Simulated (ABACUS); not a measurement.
# Co (P6_3/mmc) in ABACUS: notebook

Runs on Co. Level: PBE. Tasks: equation of state.

Program: ABACUS 3.10.1. These are calculated values, not measurements. Logs are shortened: lines on timing, memory, paths and dates and some standing lists are left out, and cuts for length are marked.

## 1. The structure

Symmetry: P6_3/mmc, No. 194, hexagonal system. Conventional cell: a = 2.472 Å, b = 2.472 Å, c = 4.021 Å, α = 90.00°, β = 90.00°, γ = 120.00°. Around Co (site symmetry -6m2) lie 12 Co at 2.47 Å.

## 2. Equation of state, PBE, collinear spin, ferromagnetic start, 10.00 Å³/atom (volume scaled by 0.94)

INPUT reads:

```
INPUT_PARAMETERS
suffix              Co
calculation         scf
basis_type          lcao
pseudo_dir          ./
orbital_dir         ./
symmetry            1
dft_functional      pbe
ecutwfc             100
pseudo_rcut         10
nspin               2
nbands              23
ks_solver           genelpa
smearing_method     fd
smearing_sigma      0.00367493
scf_thr             1e-07
scf_nmax            100
mixing_type         broyden
mixing_beta         0.4
cal_force           1
cal_stress          1
out_mul             1
```

STRU reads:

```
ATOMIC_SPECIES
Co 58.9332 Co.upf

NUMERICAL_ORBITAL
Co_confined-atom_7au_4s3p3d1f.orb

LATTICE_CONSTANT
1.8897261246

LATTICE_VECTORS
2.4215367659 0.0000000000 0.0000000000
-1.2107683830 2.0971123555 0.0000000000
0.0000000000 0.0000000000 3.9390568819

ATOMIC_POSITIONS
Direct

Co
0.0
2
0.6666666667 0.3333333333 0.7500000000 1 1 1 mag 2
0.3333333333 0.6666666667 0.2500000000 1 1 1 mag 2
```

KPT reads:

```
K_POINTS
0
Gamma
12 12 7 0 0 0
```

Potentials or basis: PseudoDojo NC SR 0.4.1 PBE standard, TZDP LCAO (the cutoffs set its grid).

On the command line:

```bash
$ OMP_NUM_THREADS=1 mpirun -np 4 abacus > log
```

running log:

```text
ABACUS v3.10.1

               Atomic-orbital Based Ab-initio Computation at UStc

 ------------------------------------------------------------------------------------

 READING GENERAL INFORMATION
                           global_out_dir = OUT.Co/
                           global_in_card = INPUT
                               pseudo_dir = ./
                              orbital_dir = ./
                                    DSIZE = 4
                                    GSIZE = 1

 READING UNITCELL INFORMATION
                                    ntype = 1
                  lattice constant (Bohr) = 1.88973
              lattice constant (Angstrom) = 1

 READING ATOM TYPE 1
                               atom label = Co
                      L=0, number of zeta = 4
                      L=1, number of zeta = 3
                      L=2, number of zeta = 3
                      L=3, number of zeta = 1
             number of atom for this type = 2
               magnetization of element 1 = 2

                        TOTAL ATOM NUMBER = 2
DIRECT COORDINATES
    atom                   x                   y                   z     mag                  vx                  vy                  vz
taud_Co1            0.6666666667        0.3333333333        0.7500000000  2.0000        0.0000000000        0.0000000000        0.0000000000
taud_Co2            0.3333333333        0.6666666667        0.2500000000  2.0000        0.0000000000        0.0000000000        0.0000000000

                          Volume (Bohr^3) = 134.99
                             Volume (A^3) = 20.0034

 Lattice vectors: (Cartesian coordinate: in unit of a_0)
             +2.42154                  +0                  +0
             -1.21077            +2.09711                  +0
                   +0                  +0            +3.93906
 Reciprocal vectors: (Cartesian coordinate: in unit of 2 pi/a_0)
            +0.412961           +0.238423                  -0
                   -0           +0.476846                  -0
                   +0                  -0           +0.253868
 The esolver type has been set to : ksdft_lcao

                PAO radial cut off (Bohr) = 10

 Read in pseudopotential file is Co.upf
                     pseudopotential type = NC
          exchange-correlation functional = PBE
                 nonlocal core correction = 1
                        valence electrons = 17
                                     lmax = 2
                           number of zeta = 4
                     number of projectors = 6
                           L of projector = 0
                           L of projector = 0
[... 187 lines left out ...]

 SETUP SEARCHING RADIUS FOR PROGRAM TO SEARCH ADJACENT ATOMS
                  longest orb rcut (Bohr) = 7
   longest nonlocal projector rcut (Bohr) = 1.7
                     search radius (Bohr) = 17.4
              searching radius is (Bohr)) = 17.4
         searching radius unit is (Bohr)) = 1.89
                         PeriodicBoundary = 1
                        Radius(unit:lat0) = 9.21
                                   glayer = [ 6, 6, 4 ]
                             glayer_minus = [ 5, 5, 3 ]

Find the coordinate range of the input atom(unit:lat0).
                                  min_tau = [ -18.2, -9.79, -10.8 ]
                                  max_tau = [ 19.4, 11.9, 14.8 ]
                                BoxNumber = [ 11, 11, 7 ]

 SETUP EXTENDED REAL SPACE GRID FOR GRID INTEGRATION
                          real space grid = [ 30, 30, 48 ]
                 big cell numbers in grid = [ 6, 6, 12 ]
             meshcell numbers in big cell = [ 5, 5, 4 ]
                        extended fft grid = [ 11, 11, 12 ]
                dimension of extened grid = [ 29, 29, 37 ]
                            UnitCellTotal = 100
              Atom number in sub-FFT-grid = 2
    Local orbitals number in sub-FFT-grid = 70
                                ParaV.nnr = 139043

                                 init_chg = atomic

 LCAO ALGORITHM --------------- ION=   1  ELEC=   1--------------------------------
          total magnetism (Bohr mag/cell) = 3.14479
       absolute magnetism (Bohr mag/cell) = 3.22563
                        nelec for spin up = 18.5724
                      nelec for spin down = 15.4276
[... 166 lines left out ...]
 Density error is 8.73553384311e-08
----------------------------------------------------------
     Energy           Rydberg                 eV
----------------------------------------------------------
 E_KohnSham     -612.1355862995      -8328.5319222444
 E_KS(sigma->0) -612.1350337753      -8328.5244047663
 E_Harris       -612.1355860842      -8328.5319193145
 E_band         -30.0841408219       -409.3157346119
 E_one_elec     -233.8748649463      -3182.0307822504
 E_Hartree      144.0291800586       1959.6175270644
 E_xc           -112.2817155054      -1527.6711120878
 E_Ewald        -410.0070808579      -5578.4325200145
 E_entropy(-TS) -0.0011050485        -0.0150349561
 E_descf        0.0000000000         0.0000000000
 E_exx          0.0000000000         0.0000000000
 E_Fermi        1.5541814785         21.1457238331
----------------------------------------------------------

 charge density convergence is achieved
 final etot is -8328.5319222 eV
 EFERMI = 21.145723833 eV

 STATE ENERGY(eV) AND OCCUPATIONS    NSPIN == 2
SPIN UP :
 1/76 kpoint (Cartesian) = 0.0000 0.0000 0.0000 (577 pws)
       1       -74.8506    0.000992063
       2       -74.7708    0.000992063
       3       -38.3660    0.000992063
       4       -37.9875    0.000992063
       5       -37.9875    0.000992063
       6       -37.9317    0.000992063
[... 140 lines left out ...]
      22        31.4962        0.00000
      23        36.1681        0.00000

[... levels at 146 further k points ...]

-------------------------------------------------
 Total Magnetism (uB)
-------------------------------------------------
                        Co1         1.5419225281
                        Co2         1.5419225281
-------------------------------------------------

 correction force for each atom along direction 1 is 2.60003e-14
 correction force for each atom along direction 2 is 2.12148e-14
 correction force for each atom along direction 3 is 6.48561e-14
------------------------------------------------------------------------------------------
 TOTAL-FORCE (eV/Angstrom)
------------------------------------------------------------------------------------------
                       Co1         0.0000000000         0.0000000000         0.0000000000
                       Co2         0.0000000000         0.0000000000         0.0000000000
------------------------------------------------------------------------------------------

----------------------------------------------------------------
 TOTAL-STRESS (KBAR)
----------------------------------------------------------------
       234.1262571055         0.0000000056         0.0000000000
         0.0000000056       234.1262570982         0.0000000000
         0.0000000000        -0.0000000000       203.6898396612
----------------------------------------------------------------
 TOTAL-PRESSURE: 223.980785 KBAR

 --------------------------------------------
 !FINAL_ETOT_IS -8328.5319222443922627 eV
 --------------------------------------------
```

stdout:

```text
ABACUS v3.10.1

               Atomic-orbital Based Ab-initio Computation at UStc

%%%%%%%%%%%%%%%%%%%%%%%%%%%%%%%%%%%%%%%%%%%%%%%%%%%%%%%%%%%%%%%%%%%%%%%%%%%%%%%%%%%%%%%%%%%%%%%%%%%%%%%%%
 Warning: the number of valence electrons in pseudopotential > 9 for Co: [Ar] 3d7 4s2
[... 37 lines left out ...]
 TOTAL-STRESS (KBAR)
----------------------------------------------------------------
       234.1262571055         0.0000000056         0.0000000000
         0.0000000056       234.1262570982         0.0000000000
         0.0000000000        -0.0000000000       203.6898396612
----------------------------------------------------------------
 TOTAL-PRESSURE: 223.980785 KBAR
```

mulliken.txt:

```text
 0
CALCULATE THE MULLIkEN ANALYSIS FOR EACH ATOM
 Total charge of spin 1:	18.54
 Total charge of spin 2:	15.46
 Total charge:	34
Decomposed Mulliken populations
[... 104 lines left out ...]
f3yx^2-y^3                             0              0.0051              0.0058              0.0108             -0.0007
SUM OVER M                                            0.0306              0.0296              0.0602              0.0010
SUM OVER M+Zeta                                       0.0306              0.0296              0.0602              0.0010

SUM OVER M+Zeta+L                                     9.2710              7.7290             17.0000              1.5419

Total Charge on atom:                 Co             17.0000
Total Magnetism on atom:              Co              1.5419
```

Run time: 36 s. Hardware: 4 MPI ranks of Intel Xeon at 2.80GHz (Skylake/Cascade Lake), shared host; peak memory 0.56 GiB.

Results:

```
Free energy            : -8328.5319 eV
Pressure               : 22.4 GPa
Band gap on the k mesh : none (metal or under the smearing width)
Net moment             : 3.08 μB per cell
Absolute moment        : 3.39 μB per cell
Site moments           : Co +1.54 μB
```

Caveat: the atomic orbitals were generated for these runs and aren't a published set; the basis of atomic orbitals isn't converged, which shifts pressures, moduli and gaps.

## 3. Equation of state, PBE, collinear spin, ferromagnetic start, 10.21 Å³/atom (volume scaled by 0.96)

INPUT is that of step 2.

STRU, as its differences from that of step 2:

```diff
@@ -10,5 +10,5 @@
 LATTICE_VECTORS
-2.4215367659 0.0000000000 0.0000000000
--1.2107683830 2.0971123555 0.0000000000
-0.0000000000 0.0000000000 3.9390568819
+2.4385904036 0.0000000000 0.0000000000
+-1.2192952018 2.1118812389 0.0000000000
+0.0000000000 0.0000000000 3.9667976331
```

KPT is that of step 2.

Potentials or basis: PseudoDojo NC SR 0.4.1 PBE standard, TZDP LCAO (the cutoffs set its grid).

On the command line:

```bash
$ OMP_NUM_THREADS=1 mpirun -np 4 abacus > log
```

It took 39 s on 4 MPI ranks of Intel Xeon at 2.80GHz (Skylake/Cascade Lake), shared host; peak memory 0.56 GiB.

Results (log left out):

| Item | Value |
| --- | --- |
| Free energy | -8328.5829 eV |
| Pressure | 16.4 GPa |
| Band gap on the k mesh | none (metal or under the smearing width) |
| Net moment | 3.15 μB per cell |
| Absolute moment | 3.46 μB per cell |
| Site moments | Co +1.57 μB |

Caveat: the atomic orbitals were generated for these runs and aren't a published set; the basis of atomic orbitals isn't converged, which shifts pressures, moduli and gaps.

## 4. Equation of state, PBE, collinear spin, ferromagnetic start, 10.43 Å³/atom (volume scaled by 0.98)

INPUT is that of step 3.

STRU, as its differences from that of step 3:

```diff
@@ -10,5 +10,5 @@
 LATTICE_VECTORS
-2.4385904036 0.0000000000 0.0000000000
--1.2192952018 2.1118812389 0.0000000000
-0.0000000000 0.0000000000 3.9667976331
+2.4554087999 0.0000000000 0.0000000000
+-1.2277044000 2.1264463974 0.0000000000
+0.0000000000 0.0000000000 3.9941557227
```

KPT is that of step 3.

On the command line:

```bash
$ OMP_NUM_THREADS=1 mpirun -np 4 abacus > log
```

It took 43 s on 4 MPI ranks of Intel Xeon at 2.80GHz (Skylake/Cascade Lake), shared host; peak memory 0.6 GiB.

The run converged. Its results:

```
Free energy            : -8328.6195 eV
Pressure               : 11.0 GPa
Band gap on the k mesh : none (metal or under the smearing width)
Net moment             : 3.20 μB per cell
Absolute moment        : 3.52 μB per cell
Site moments           : Co +1.60 μB
```

Caveat: the atomic orbitals were generated for these runs and aren't a published set; the basis of atomic orbitals isn't converged, which shifts pressures, moduli and gaps.

## 5. Equation of state, PBE, collinear spin, ferromagnetic start, 10.64 Å³/atom

INPUT is that of step 4.

STRU, as its differences from that of step 4:

```diff
@@ -10,5 +10,5 @@
 LATTICE_VECTORS
-2.4554087999 0.0000000000 0.0000000000
--1.2277044000 2.1264463974 0.0000000000
-0.0000000000 0.0000000000 3.9941557227
+2.4719999032 0.0000000000 0.0000000000
+-1.2359999516 2.1408147143 0.0000000000
+0.0000000000 0.0000000000 4.0211440800
```

KPT is that of step 4.

On the command line:

```bash
$ OMP_NUM_THREADS=1 mpirun -np 4 abacus > log
```

It took 43 s on 4 MPI ranks of Intel Xeon at 2.80GHz (Skylake/Cascade Lake), shared host; peak memory 0.56 GiB.

It converged, with:

```
Free energy            : -8328.6415 eV
Pressure               : 6.0 GPa
Band gap on the k mesh : none (metal or under the smearing width)
Net moment             : 3.24 μB per cell
Absolute moment        : 3.58 μB per cell
Site moments           : Co +1.62 μB
```

Caveat: the atomic orbitals were generated for these runs and aren't a published set; the basis of atomic orbitals isn't converged, which shifts pressures, moduli and gaps.

## 6. Equation of state, PBE, collinear spin, ferromagnetic start, 10.85 Å³/atom (volume scaled by 1.02)

INPUT is that of step 5.

STRU, as its differences from that of step 5:

```diff
@@ -10,5 +10,5 @@
 LATTICE_VECTORS
-2.4719999032 0.0000000000 0.0000000000
--1.2359999516 2.1408147143 0.0000000000
-0.0000000000 0.0000000000 4.0211440800
+2.4883712406 0.0000000000 0.0000000000
+-1.2441856203 2.1549927084 0.0000000000
+0.0000000000 0.0000000000 4.0477749493
```

KPT is that of step 5.

Potentials or basis: PseudoDojo NC SR 0.4.1 PBE standard, TZDP LCAO (the cutoffs set its grid).

On the command line:

```bash
$ OMP_NUM_THREADS=1 mpirun -np 4 abacus > log
```

Run time: 42 s. Hardware: 4 MPI ranks of Intel Xeon at 2.80GHz (Skylake/Cascade Lake), shared host; peak memory 0.56 GiB.

The run converged. Its results:

```
Free energy            : -8328.6517 eV
Pressure               : 1.5 GPa
Band gap on the k mesh : none (metal or under the smearing width)
Net moment             : 3.28 μB per cell
Absolute moment        : 3.63 μB per cell
Site moments           : Co +1.64 μB
```

Caveat: the atomic orbitals were generated for these runs and aren't a published set; the basis of atomic orbitals isn't converged, which shifts pressures, moduli and gaps.

## 7. Equation of state, PBE, collinear spin, ferromagnetic start, 11.07 Å³/atom (volume scaled by 1.04)

INPUT is that of step 6.

STRU, as its differences from that of step 6:

```diff
@@ -10,5 +10,5 @@
 LATTICE_VECTORS
-2.4883712406 0.0000000000 0.0000000000
--1.2441856203 2.1549927084 0.0000000000
-0.0000000000 0.0000000000 4.0477749493
+2.5045299482 0.0000000000 0.0000000000
+-1.2522649741 2.1689865596 0.0000000000
+0.0000000000 0.0000000000 4.0740599388
```

KPT is that of step 6.

On the command line:

```bash
$ OMP_NUM_THREADS=1 mpirun -np 4 abacus > log
```

Run time: 43 s. Hardware: 4 MPI ranks of Intel Xeon at 2.80GHz (Skylake/Cascade Lake), shared host; peak memory 0.56 GiB.

Results (log left out):

* Free energy: -8328.6503 eV
* Pressure: -2.5 GPa
* Band gap on the k mesh: none (metal or under the smearing width)
* Net moment: 3.31 μB per cell
* Absolute moment: 3.67 μB per cell
* Site moments: Co +1.66 μB

Caveat: the atomic orbitals were generated for these runs and aren't a published set; the basis of atomic orbitals isn't converged, which shifts pressures, moduli and gaps.

## 8. Equation of state, PBE, collinear spin, ferromagnetic start, 11.28 Å³/atom (volume scaled by 1.06)

INPUT is that of step 7.

STRU, as its differences from that of step 7:

```diff
@@ -10,5 +10,5 @@
 LATTICE_VECTORS
-2.5045299482 0.0000000000 0.0000000000
--1.2522649741 2.1689865596 0.0000000000
-0.0000000000 0.0000000000 4.0740599388
+2.5204827983 0.0000000000 0.0000000000
+-1.2602413992 2.1828021331 0.0000000000
+0.0000000000 0.0000000000 4.1000100648
```

KPT is that of step 7.

On the command line:

```bash
$ OMP_NUM_THREADS=1 mpirun -np 4 abacus > log
```

Run time: 41 s. Hardware: 4 MPI ranks of Intel Xeon at 2.80GHz (Skylake/Cascade Lake), shared host; peak memory 0.6 GiB.

Results (log left out):

- Free energy: -8328.6389 eV
- Pressure: -6.1 GPa
- Band gap on the k mesh: none (metal or under the smearing width)
- Net moment: 3.34 μB per cell
- Absolute moment: 3.71 μB per cell
- Site moments: Co +1.67 μB

Caveat: the atomic orbitals were generated for these runs and aren't a published set; the basis of atomic orbitals isn't converged, which shifts pressures, moduli and gaps.

## 9. Equation of state, PBE, collinear spin, ferromagnetic start

Potentials or basis: PseudoDojo NC SR 0.4.1 PBE standard, TZDP LCAO (the cutoffs set its grid).

This step only gathers the single runs of the series.

Results:

* Equilibrium volume: 10.93 Å³/atom
* Bulk modulus at fixed shape and positions: 209 GPa
* Pressure derivative of the bulk modulus: 4.1 (rough: it moves with the points fitted)

Energy against volume, from the lowest point:
| volume (Å³/atom) | energy (meV/atom) |
| --- | --- |
| 10.002 | 59.90 |
| 10.215 | 34.39 |
| 10.427 | 16.10 |
| 10.640 | 5.09 |
| 10.853 | 0.00 |
| 11.066 | 0.73 |
| 11.279 | 6.40 |

Caveat: the atomic orbitals were generated for these runs and aren't a published set; the cell was scaled at fixed shape and fractional positions, which overstates the stiffness of a crystal with free parameters, most of all of layers and chains; the basis of atomic orbitals isn't converged, which shifts pressures, moduli and gaps.
